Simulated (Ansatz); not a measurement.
All-electron card of LiF

```xyz
2
Lattice="0.0000 2.0341 2.0341 2.0341 0.0000 2.0341 2.0341 2.0341 0.0000" Properties=species:S:1:pos:R:3 pbc="T T T"
Li    0.0000    0.0000    0.0000
F     2.0341    2.0341    2.0341
```

Atom numbers follow the list: Li1, F2.

Conventional cell: a = 4.068 Å, b = 4.068 Å, c = 4.068 Å, α = 90.00°, β = 90.00°, γ = 90.00°. Li (atom 1) is surrounded by 6 F at 2.03 Å. F (atom 2) is surrounded by 6 Li at 2.03 Å.

The structure comes from a relaxation in the same program, started in the rocksalt type, and has space group Fm-3m. Whether it is a known phase or the ground state wasn't checked.

Levels of theory: DFT, PBE, all-electron LAPW, scalar-relativistic (Ansatz 0.2.0); DFT, PBE, PAW with Ansatz's default frozen-core files, scalar-relativistic (Ansatz 0.2.0).

For LAPW: a Γ-centred 14×14×14 k mesh, Fermi–Dirac smearing of 0.03 eV, basis error target 0.5 meV/atom, no spin polarisation. PAW takes a cutoff of 420 eV at this cell. The Ansatz runs share mesh, smearing and spin set-up. Values come from LAPW unless marked.

| Item | Value |
| --- | --- |
| Löwdin charges (with 0.06 e of the cell spilling out of the atomic basis, so their sizes and signs hang on that basis) | Li1 0.78, F2 -0.72 e |
| Pressure at this cell | -0.09 GPa |
| Volume per atom | 8.42 Å³ |

Question: Band gap: what does the calculation give?

Answer: 8.81 eV, direct at Γ.

Question: Give the computed value. Bader charges (from the PAW run).

Answer: Li1 +0.90, F2 -0.90 e.
